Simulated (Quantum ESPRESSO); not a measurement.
# Rb under changes of volume

One of the cells (88.043 Å³/atom); the others are scaled copies at fixed shape and fractional positions:

```
Rb
1.0
    -2.80250    2.80250    2.80250
     2.80250   -2.80250    2.80250
     2.80250    2.80250   -2.80250
Rb
1
Direct
  0.00000 0.00000 0.00000
```

```yaml
Program: Quantum ESPRESSO 7.5
Functional: PBEsol
Potentials_or_basis: GBRV 1.5 PBEsol
Cutoff: 612 eV
Density_cutoff: 4898 eV
k_mesh: 7 × 7 × 7
Occupations: fermi-dirac, width 0.05 eV
Spin: no spin polarisation
```

```csv
volume (Å³/atom),energy over the lowest point (meV/atom),pressure (GPa)
82.761,1.22,0.1
84.522,0.25,0.1
86.283,0.00,0.0
88.043,0.41,-0.1
89.804,1.41,-0.1
91.565,?,?
93.326,5.00,-0.2
```

Task: What does the run at 91.565 Å³/atom give?

Result: Energy over the lowest point 2.96 meV/atom; pressure -0.2 GPa.

Worked out: A Birch-Murnaghan fit of order 3 (a polynomial in V^(-2/3)) to the other rows has its minimum at 86.04 Å³/atom with B0 = V·E''(V) = 3.0 GPa and B' = 3.6. It gives 2.96 meV/atom at 91.565 Å³/atom, against the run's 2.96, and -dE/dV = -0.2 GPa, against -0.2.

Energies are extrapolated to zero smearing.
